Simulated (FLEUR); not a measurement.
A run of FLEUR MaX-R8.1 (later development tree) is set up as follows.

Contents of inp.xml:

```xml
<?xml version="1.0" encoding="UTF-8" standalone="no"?>
<fleurInput fleurInputVersion="0.39">
   <comment>
      C                                                                                                   
   </comment>
   <calculationSetup>
      <cutoffs Kmax="5.33" Gmax="16.5" GmaxXC="16.5" numbands="0"/>
      <scfLoop itmax="60" minDistance="0.00001" maxIterBroyd="15" imix="Anderson" alpha="0.05" precondParam="0.0" spinf="2.0" sdNocoIR="T"/>
      <coreElectrons ctail="F" frcor="F" kcrel="0" coretail_lmax="0"/>
      <xcFunctional name="LibXC" relativisticCorrections="F">
         <LibXCName exchange="mgga_x_r2scan" correlation="mgga_c_r2scan"/>
         <AuxGGA exchange="117" correlation="130"/>
      </xcFunctional>
      <magnetism jspins="1"/>
      <soc l_soc="F" theta="0.0" phi="0.0" spav="F"/>
      <expertModes spex="0" secvar="F"/>
      <geometryOptimization l_f="F" forcealpha="1.0" forcemix="BFGS" epsdisp="0.00001" epsforce="0.00001"/>
      <ldaU l_linMix="F" mixParam="0.05" spinf="1.0"/>
   </calculationSetup>
   <cell>
      <bzIntegration valenceElectrons="8.0" mode="hist" fermiSmearingEnergy="0.00183747">
         <kPointListSelection listName="default-1"/>
         <!-- k-points included here -->
         <xi:include xmlns:xi="http://www.w3.org/2001/XInclude" href="kpts.xml"> </xi:include>
      </bzIntegration>
      <!-- symmetry operations included here -->
      <xi:include xmlns:xi="http://www.w3.org/2001/XInclude" href="sym.xml"> </xi:include>
      <bulkLattice scale="1.0">
         <bravaisMatrix>
            <row-1>    0.0000000000000000     3.3700808788279017     3.3700808788279017</row-1>
            <row-2>    3.3700808788279017     0.0000000000000000     3.3700808788279017</row-2>
            <row-3>    3.3700808788279017     3.3700808788279017     0.0000000000000000</row-3>
         </bravaisMatrix>
      </bulkLattice>
   </cell>
   <atomSpecies>
      <species name="Carbon (C)" element="C" atomicNumber="6">
         <mtSphere radius="1.35" gridPoints="447" logIncrement="0.023"/>
         <atomicCutoffs lmax="8" lnonsphr="6"/>
         <electronConfig flipSpins="F">
            <coreConfig>(1s1/2)</coreConfig>
            <valenceConfig>(2s1/2) (2p1/2) (2p3/2)</valenceConfig>
            <stateOccupation state="(2p1/2)" spinUp="0.333333" spinDown="0.333333"/>
            <stateOccupation state="(2p3/2)" spinUp="0.666667" spinDown="0.666667"/>
         </electronConfig>
         <energyParameters s="2" p="2" d="3" f="4"/>
         <lo type="SCLO" l="0" n="2" eDeriv="2"/>
         <lo type="SCLO" l="1" n="2" eDeriv="2"/>
         <lo type="SCLO" l="2" n="3" eDeriv="2"/>
      </species>
   </atomSpecies>
   <atomGroups>
      <atomGroup species="Carbon (C)">
         <relPos label="                   1">-3.000/8.000 -3.000/8.000 -3.000/8.000</relPos>
         <relPos label="                   2">3.000/8.000 3.000/8.000 3.000/8.000</relPos>
         <force calculate="T" relaxXYZ="TTT"/>
      </atomGroup>
   </atomGroups>
   <output dos="F" band="F" slice="F">
      <checks vchk="F" cdinf="F"/>
      <bandDOS minEnergy="-.5*Htr" maxEnergy="0.5*Htr" sigma="0.015" storeEVData="T"/>
      <vacuumDOS vacdos="F" integ="F" star="F" nstars="0" locx1="0.0" locy1="0.0" locx2="0.0" locy2="0.0" nstm="0" tworkf="0.0"/>
      <unfoldingBand unfoldBand="F" supercellX="1" supercellY="1" supercellZ="1"/>
      <plotting iplot="0" polar="F">
         <plot TwoD="T" vec1="  1.0  0.0  0.0" vec2="  0.0  1.0  0.0" vec3="  0.0  0.0  1.0" zero="  0.0  0.0  0.0" file="plot"/>
      </plotting>
      <chargeDensitySlicing numkpt="0" minEigenval="0.0" maxEigenval="0.0" nnne="0" pallst="F"/>
      <specialOutput eonly="F"/>
      <moessbauerParams electricFieldGradient="T" isomerShift="T" coreHyperfine="T" valenceHyperfine="T"/>
      <magneticCircularDichroism mcd="F" energyLo="-10.0" energyUp="0.0"/>
   </output>
  <!-- We include the file relax.xml here to enable relaxations (see documentation) -->
  <xi:include xmlns:xi="http://www.w3.org/2001/XInclude" href="relax.xml"> <xi:fallback/> </xi:include>
</fleurInput>
```

The input crystal.txt:

```
C
&input cartesian=F /
0.0000000000  1.7833700000  1.7833700000
1.7833700000  0.0000000000  1.7833700000
1.7833700000  1.7833700000  0.0000000000
1.8897261246
1.0 1.0 1.0

2
6 0.7500000000  0.7500000000  0.7500000000
6 0.5000000000  0.5000000000  0.5000000000

&kpt div1=13 div2=13 div3=13 gamma=T /
```

inp.xml (bands)

```
<?xml version="1.0" encoding="UTF-8" standalone="no"?>
<fleurInput fleurInputVersion="0.39">
   <comment>
      C                                                                                                   
   </comment>
   <calculationSetup>
      <cutoffs Kmax="5.33" Gmax="16.5" GmaxXC="16.5" numbands="0"/>
      <scfLoop itmax="60" minDistance="0.00001" maxIterBroyd="15" imix="Anderson" alpha="0.05" precondParam="0.0" spinf="2.0" sdNocoIR="T"/>
      <coreElectrons ctail="F" frcor="F" kcrel="0" coretail_lmax="0"/>
      <xcFunctional name="LibXC" relativisticCorrections="F">
         <LibXCName exchange="mgga_x_r2scan" correlation="mgga_c_r2scan"/>
         <AuxGGA exchange="117" correlation="130"/>
      </xcFunctional>
      <magnetism jspins="1"/>
      <soc l_soc="F" theta="0.0" phi="0.0" spav="F"/>
      <expertModes spex="0" secvar="F"/>
      <geometryOptimization l_f="F" forcealpha="1.0" forcemix="BFGS" epsdisp="0.00001" epsforce="0.00001"/>
      <ldaU l_linMix="F" mixParam="0.05" spinf="1.0"/>
   </calculationSetup>
   <cell>
      <bzIntegration valenceElectrons="8.0" mode="hist" fermiSmearingEnergy="0.00183747">
         <kPointListSelection listName="path-1"/>
         <!-- k-points included here -->
         <xi:include xmlns:xi="http://www.w3.org/2001/XInclude" href="kpts.xml"> </xi:include>
      </bzIntegration>
      <!-- symmetry operations included here -->
      <xi:include xmlns:xi="http://www.w3.org/2001/XInclude" href="sym.xml"> </xi:include>
      <bulkLattice scale="1.0">
         <bravaisMatrix>
            <row-1>    0.0000000000000000     3.3700808788279017     3.3700808788279017</row-1>
            <row-2>    3.3700808788279017     0.0000000000000000     3.3700808788279017</row-2>
            <row-3>    3.3700808788279017     3.3700808788279017     0.0000000000000000</row-3>
         </bravaisMatrix>
      </bulkLattice>
   </cell>
   <atomSpecies>
      <species name="Carbon (C)" element="C" atomicNumber="6">
         <mtSphere radius="1.35" gridPoints="447" logIncrement="0.023"/>
         <atomicCutoffs lmax="8" lnonsphr="6"/>
         <electronConfig flipSpins="F">
            <coreConfig>(1s1/2)</coreConfig>
            <valenceConfig>(2s1/2) (2p1/2) (2p3/2)</valenceConfig>
            <stateOccupation state="(2p1/2)" spinUp="0.333333" spinDown="0.333333"/>
            <stateOccupation state="(2p3/2)" spinUp="0.666667" spinDown="0.666667"/>
         </electronConfig>
         <energyParameters s="2" p="2" d="3" f="4"/>
         <lo type="SCLO" l="0" n="2" eDeriv="2"/>
         <lo type="SCLO" l="1" n="2" eDeriv="2"/>
         <lo type="SCLO" l="2" n="3" eDeriv="2"/>
      </species>
   </atomSpecies>
   <atomGroups>
      <atomGroup species="Carbon (C)">
         <relPos label="                   1">-3.000/8.000 -3.000/8.000 -3.000/8.000</relPos>
         <relPos label="                   2">3.000/8.000 3.000/8.000 3.000/8.000</relPos>
         <force calculate="T" relaxXYZ="TTT"/>
      </atomGroup>
   </atomGroups>
   <output dos="F" band="T" slice="F">
      <checks vchk="F" cdinf="F"/>
      <bandDOS minEnergy="-.5*Htr" maxEnergy="0.5*Htr" sigma="0.015" storeEVData="T"/>
      <vacuumDOS vacdos="F" integ="F" star="F" nstars="0" locx1="0.0" locy1="0.0" locx2="0.0" locy2="0.0" nstm="0" tworkf="0.0"/>
      <unfoldingBand unfoldBand="F" supercellX="1" supercellY="1" supercellZ="1"/>
      <plotting iplot="0" polar="F">
         <plot TwoD="T" vec1="  1.0  0.0  0.0" vec2="  0.0  1.0  0.0" vec3="  0.0  0.0  1.0" zero="  0.0  0.0  0.0" file="plot"/>
      </plotting>
      <chargeDensitySlicing numkpt="0" minEigenval="0.0" maxEigenval="0.0" nnne="0" pallst="F"/>
      <specialOutput eonly="F"/>
      <moessbauerParams electricFieldGradient="T" isomerShift="T" coreHyperfine="T" valenceHyperfine="T"/>
      <magneticCircularDichroism mcd="F" energyLo="-10.0" energyUp="0.0"/>
   </output>
  <!-- We include the file relax.xml here to enable relaxations (see documentation) -->
  <xi:include xmlns:xi="http://www.w3.org/2001/XInclude" href="relax.xml"> <xi:fallback/> </xi:include>
</fleurInput>
```

Potentials or basis: all-electron, FLAPW.

Run with:

```sh
$ inpgen -f crystal.txt -profile fastHighL
$ # inp.xml edited to the form shown
$ fleur_MPI
$ fleur_MPI   # second run, on inp.xml (bands)
```

Question: Estimate the band gap on the k mesh.

Answer: 4.36 eV, indirect (least direct gap 5.88 eV).

Question: Estimate the band gap along the path.

Answer: 4.35 eV, indirect (least direct gap 5.88 eV).

Levels at the corners of the path, in eV from the valence-band top:
```tsv
point	band 1	band 2	band 3	band 4	band 5	band 6	band 7
Γ	-22.67	0.00	0.00	0.00	5.88	5.88	5.88
X	-13.57	-13.57	-6.64	-6.64	5.02	5.02	17.92
W	-12.79	-12.79	-8.70	-8.70	11.27	11.27	12.94
K	-13.86	-12.48	-9.72	-5.66	5.98	11.33	15.25
Γ	-22.67	0.00	0.00	0.00	5.88	5.88	5.88
L	-16.73	-14.02	-2.97	-2.97	8.91	8.91	9.15
U	-13.86	-12.48	-9.72	-5.66	5.98	11.33	15.25
W	-12.79	-12.79	-8.70	-8.70	11.27	11.27	12.94
L	-16.73	-14.02	-2.97	-2.97	8.91	8.91	9.15
K	-13.86	-12.48	-9.72	-5.66	5.98	11.33	15.25
U	-13.86	-12.48	-9.72	-5.66	5.98	11.33	15.25
X	-13.57	-13.57	-6.64	-6.64	5.02	5.02	17.92
```

Caveat: the meta-GGA is that of a development version, with a GGA for the radial functions and cores and without core tails. r2SCAN opens gaps a little over a GGA but as a rule still falls short of measured ones.
